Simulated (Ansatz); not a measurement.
Crystal: TiSi2.

```xyz
6
Lattice="0.0000 4.1175 4.2629 2.3895 0.0000 4.2629 2.3895 4.1175 0.0000" Properties=species:S:1:pos:R:3 pbc="T T T"
Ti    3.5843    6.1763    6.3943
Ti    2.3895    4.1175    4.2629
Si    1.1948    3.3975    2.1314
Si    1.1948    0.7200    2.1314
Si    2.3895    1.3387    4.2629
Si    2.3895    6.8963    4.2629
```

The cell is a database's computed one.

* Program: Ansatz 0.2.0
* Task: single point
* Functional: PBE
* Potentials or basis: Ansatz PAW
* Cutoff: 420 eV (not typed: the program's choice for these potentials)
* k mesh: 7 × 7 × 7
* Occupations: fermi-dirac, width 0.05 eV
* Spin: no spin polarisation

On this cell: pressure 2.1 GPa; largest force 0.020 eV/Å; band gap on the k mesh none (metal or under the smearing width).

The same run follows on a disturbed copy (atoms moved at random, drawn with an rms of 0.05 Å):

```
Ti Si
1.0
     0.00000    4.11752    4.26290
     2.38951    0.00000    4.26290
     2.38951    4.11752    0.00000
Ti Si
2 4
Direct
  0.72981 0.76601 0.75452
  0.50981 0.49380 0.48812
  0.41190 0.08863 0.40122
  0.08792 0.41584 0.08906
  0.15524 0.85385 0.16462
  0.85264 0.14947 0.82758
```

**Question.** What changes?

**Answer.** The energy (extrapolated to zero smearing) moves by +15.1 meV/atom; pressure 2.7 GPa; largest force 1.097 eV/Å; band gap on the k mesh none (metal or under the smearing width).

Forces in eV/Å, atoms in the order of the input:
```
Ti  -0.942  0.465  0.314
Ti   0.608 -0.106 -0.213
Si   0.194  0.147  0.112
Si   0.047 -0.301  0.300
Si  -0.274  0.036 -0.566
Si   0.366 -0.242  0.052
```

Stress tensor (GPa, compression positive):
```
 2.74 -0.55 -1.20
-0.55  1.35  1.33
-1.20  1.33  3.89
```
